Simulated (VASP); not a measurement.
**VASP 6.6.1, LDA single-point calculation, Te$_{2}$Mo (CdCl2 (3R octahedral) bulk)**

INCAR

```
EDIFF = 1E-7
SIGMA = 0.02
NBANDS = 20
LREAL = .FALSE.
LWAVE = .FALSE.
LELF = .TRUE.
ENCUT = 520
LASPH = .TRUE.
ISIF = 2
ISMEAR = -1
GGA = CA
PREC = Accurate
NSW = 0
NELM = 120
LCHARG = .TRUE.
IBRION = -1
```

KPOINTS

```
KPOINTS created by Atomic Simulation Environment
0
Gamma
8 8 8
0 0 0
```

KPOINTS_OPT

```
special points
11
Reciprocal
0.0000000000 0.0000000000 0.0000000000 1
0.5000000000 0.0000000000 0.0000000000 1
0.5000000000 0.1803014972 -0.1803014972 1
0.8196985028 0.5000000000 0.1803014972 1
0.5000000000 0.5000000000 0.5000000000 1
0.3401507486 0.0000000000 -0.3401507486 1
0.6598492514 0.3401507486 0.0000000000 1
0.5000000000 0.5000000000 0.0000000000 1
0.6598492514 0.6598492514 0.1803014972 1
0.5000000000 0.1442411978 -0.1442411978 1
0.6918191017 0.5000000000 0.3081808983 1
```

POSCAR

```
Mo Te
 1.0000000000000000
     1.7509539911964289    1.0109137581730638    7.0687660064411801
    -1.7509539911964289    1.0109137581730638    7.0687660064411801
    -0.0000000000000000   -2.0218275162946600    7.0687660064485422
 Mo  Te
   1   2
Cartesian
 -0.0000000000000000  0.0000000000000000 -0.0000000000000000
 -0.0000000000000000  0.0000000000126902  5.2287238220466223
  0.0000000000000000  0.0000000000387777 15.9775741972842802
```

VASP ran with the recommended LDA PAW datasets (26 valence electrons in the cell).

Command

```
mpirun -np 1 vasp_std
```

From OUTCAR

```
k-points           NKPTS =     65   k-points in BZ     NKDIM =     65   number of bands    NBANDS=     20

   NELECT =      26.0000    total number of electrons

   dimension x,y,z NGX =    56 NGY =   56 NGZ =   56
   dimension x,y,z NGXF=   112 NGYF=  112 NGZF=  112

  energy-cutoff  :      520.00
  volume of cell :       75.07
      direct lattice vectors                 reciprocal lattice vectors
     1.750953991  1.010913758  7.068766006     0.285558617  0.164867344  0.047155802
    -1.750953991  1.010913758  7.068766006    -0.285558617  0.164867344  0.047155802
     0.000000000 -2.021827516  7.068766006     0.000000000 -0.329734689  0.047155802

 k-points in reciprocal lattice and weights: KPOINTS created by Atomic Simulation Env
   0.00000000  0.00000000  0.00000000       0.002
   0.12500000 -0.00000000  0.00000000       0.012
   0.25000000 -0.00000000  0.00000000       0.012
   0.37500000 -0.00000000  0.00000000       0.012
   0.50000000 -0.00000000  0.00000000       0.006
   0.12500000  0.12500000  0.00000000       0.012
   0.25000000  0.12500000  0.00000000       0.023
   0.37500000  0.12500000 -0.00000000       0.023
   ...

 E-fermi :   8.3891

 k-point     1 :       0.0000    0.0000    0.0000
  band No.  band energies     occupation
      1     -52.5094      2.00000
      2     -26.8162      2.00000
      3     -26.7462      2.00000
      4     -26.7462      2.00000
      5      -5.0405      2.00000
      6      -3.8266      2.00000
      7       2.1720      2.00000
      8       5.9260      2.00000
      9       5.9260      2.00000
     10       6.8245      2.00000
     11       7.3146      2.00000
     12       7.6819      2.00000
     13       7.6819      2.00000
     14       9.9169      0.00000
     15       9.9169      0.00000
     16      11.9278      0.00000
     17      11.9278      0.00000
     18      13.8469      0.00000
     19      14.3999      0.00000
     20      16.6384      0.00000

 k-point     2 :       0.1250   -0.0000    0.0000
  band No.  band energies     occupation
      1     -52.5078      2.00000
      2     -26.8118      2.00000
      3     -26.7664      2.00000
      4     -26.7509      2.00000
      5      -4.8084      2.00000
      6      -3.6948      2.00000
      7       2.4590      2.00000
      8       5.3412      2.00000
      9       6.0012      2.00000
     10       6.8130      2.00000
     11       6.9587      2.00000
     12       7.4393      2.00000
     13       7.7452      2.00000
     14       9.1769      0.00000
     15       9.9955      0.00000
     16      10.8778      0.00000
     17      11.5790      0.00000
     18      14.2182      0.00000
     19      15.1974      0.00000
     20      16.1611      0.00000

 k-point     3 :       0.2500   -0.0000    0.0000
  band No.  band energies     occupation
      1     -52.5041      2.00000
      2     -26.8151      2.00000
      3     -26.8009      2.00000
      4     -26.7623      2.00000
      5      -4.1632      2.00000
      6      -3.3245      2.00000
      7       3.1799      2.00000
      8       4.5015      2.00000
      9       5.1322      2.00000
     10       5.9449      2.00000
     11       6.8149      2.00000
     12       6.9372      2.00000
     13       7.3373      2.00000
     14       8.8547      0.00000
     15       9.7672      0.00000
     16      10.7912      0.00000
     17      11.2386      0.00000
     18      14.0132      0.00000
     19      14.7174      0.00000
     20      15.9403      0.00000

 k-point     4 :       0.3750   -0.0000    0.0000
  band No.  band energies     occupation
      1     -52.5003      2.00000
      2     -26.8629      2.00000
      3     -26.7903      2.00000
      4     -26.7737      2.00000
      5      -3.3466      2.00000
      6      -2.8018      2.00000
      7       3.1291      2.00000
      8       3.4717      2.00000
      9       4.3212      2.00000
     10       5.6377      2.00000
     11       5.9989      2.00000
     12       6.7007      2.00000
     13       7.7089      2.00000
     14       9.3236      0.00000
     15       9.3299      0.00000
     16      11.1572      0.00000
     17      11.2326      0.00000
     18      13.4363      0.00000
     19      13.8108      0.00000
     20      14.2116      0.00000

 k-point     5 :       0.5000   -0.0000    0.0000
  band No.  band energies     occupation
      1     -52.4987      2.00000
      2     -26.8827      2.00000
      3     -26.7859      2.00000
      4     -26.7784      2.00000
      5      -2.9690      2.00000
      6      -2.4326      2.00000
      7       2.2463      2.00000
      8       3.2387      2.00000
      9       4.2473      2.00000
     10       5.4916      2.00000
     11       6.1501      2.00000
     12       6.6427      2.00000
     13       7.9386      2.00000
     14       9.1365      0.00000
     15       9.6498      0.00000
     16      11.0074      0.00000
     17      11.1346      0.00000
     18      13.1178      0.00000
     19      13.4342      0.00000
     20      13.9055      0.00000

 k-point     6 :       0.1250    0.1250    0.0000
  band No.  band energies     occupation
      1     -52.5078      2.00000
      2     -26.8118      2.00000
      3     -26.7664      2.00000
      4     -26.7509      2.00000
      5      -4.7972      2.00000
      6      -3.7136      2.00000
      7       2.5036      2.00000
      8       5.3178      2.00000
      9       5.9990      2.00000
     10       6.6669      2.00000
     11       7.1721      2.00000
     12       7.4480      2.00000
     13       7.5697      2.00000
     14       9.2386      0.00000
     15       9.9879      0.00000
     16      10.9345      0.00000
     17      11.5627      0.00000
     18      14.2035      0.00000
     19      15.3005      0.00000
     20      16.2025      0.00000

 k-point     7 :       0.2500    0.1250    0.0000
  band No.  band energies     occupation
      1     -52.5052      2.00000
      2     -26.8043      2.00000
      3     -26.7984      2.00000
      4     -26.7612      2.00000
      5      -4.3458      2.00000
      6      -3.4763      2.00000
      7       3.0566      2.00000
      8       4.7133      2.00000
      9       5.6045      2.00000
     10       6.3346      2.00000
     11       6.3791      2.00000
     12       7.1150      2.00000
     13       7.5784      2.00000
     14       9.0495      0.00000
     15       9.3902      0.00000
     16      10.6352      0.00000
     17      11.2201      0.00000
     18      14.6517      0.00000
     19      15.9461      0.00000
     20      16.3046      0.00000

 k-point     8 :       0.3750    0.1250   -0.0000
  band No.  band energies     occupation
      1     -52.5014      2.00000
      2     -26.8417      2.00000
      3     -26.7937      2.00000
      4     -26.7774      2.00000
      5      -3.5858      2.00000
      6      -3.0261      2.00000
      7       3.5532      2.00000
      8       4.0075      2.00000
      9       4.4748      2.00000
     10       5.4758      2.00000
     11       6.0923      2.00000
     12       6.4470      2.00000
     13       7.7041      2.00000
     14       9.0539      0.00000
     15       9.3893      0.00000
     16       9.9997      0.00000
     17      11.5858      0.00000
     18      14.3233      0.00000
     19      15.1546      0.00000
     20      15.4807      0.00000

 k-point     9 :       0.5000    0.1250    0.0000
  band No.  band energies     occupation
      1     -52.4987      2.00000
      2     -26.8718      2.00000
      3     -26.7895      2.00000
      4     -26.7858      2.00000
      5      -2.9506      2.00000
      6      -2.5065      2.00000
      7       2.6346      2.00000
      8       3.3207      2.00000
      9       4.4710      2.00000
     10       5.3251      2.00000
     11       5.8513      2.00000
     12       6.0976      2.00000
     13       7.9457      2.00000
     14       9.1546      0.00000
     15       9.5711      0.00000
     16      10.0879      0.00000
     17      11.1459      0.00000
     18      13.5722      0.00000
     19      14.5129      0.00000
     20      15.1535      0.00000

 k-point    10 :      -0.3750    0.1250    0.0000
  band No.  band energies     occupation
      1     -52.4987      2.00000
      2     -26.8718      2.00000
      3     -26.7895      2.00000
      4     -26.7858      2.00000
      5      -2.9342      2.00000
      6      -2.5307      2.00000
      7       2.6620      2.00000
      8       3.4072      2.00000
      9       4.4127      2.00000
     10       5.2904      2.00000
     11       5.8375      2.00000
     12       6.0268      2.00000
     13       7.9485      2.00000
     14       9.1032      0.00000
     15       9.5422      0.00000
     16      10.0428      0.00000
     17      11.4957      0.00000
     18      13.7775      0.00000
     19      14.6641      0.00000
     20      14.9892      0.00000

 ...

  Total       -1.9432163     -1.9432163     -1.4674998      0.0000000      0.0000000      0.0000000
  in kB      -41.4713372    -41.4713372    -31.3187880      0.0000000      0.0000000      0.0000000
  external PRESSURE =     -38.0871542 kB  Pullay stress =       0.0000000 kB

 POSITION                                       TOTAL-FORCE (eV/Angst)
 -----------------------------------------------------------------------------------
      0.00000      0.00000      0.00000         0.000000     -0.000000     -0.000000
      0.00000      0.00000      5.22872         0.000000      0.000000      0.161328
      0.00000      0.00000     15.97757         0.000000     -0.000000     -0.161328
 -----------------------------------------------------------------------------------
    total drift:                               -0.000000      0.000000      0.000000

  FREE ENERGIE OF THE ION-ELECTRON SYSTEM (eV)
  ---------------------------------------------------
  free  energy   TOTEN  =       -20.1236962793 eV

  energy  without entropy=      -20.1222830762  energy(sigma->0) =      -20.12298968
```

```
gap between bands v and c : -0.35 eV (bands overlap: a metal)
least direct gap          : 0.00 eV
pressure                  : -3.8 GPa
largest force             : 0.16 eV/Å
```

Band v is the last that the valence electrons fill when counted band by band, and c is the next.

The run took about 5.8 min on one core of a shared host (Intel Xeon Platinum 8488C) and held 0.39 GiB at most.
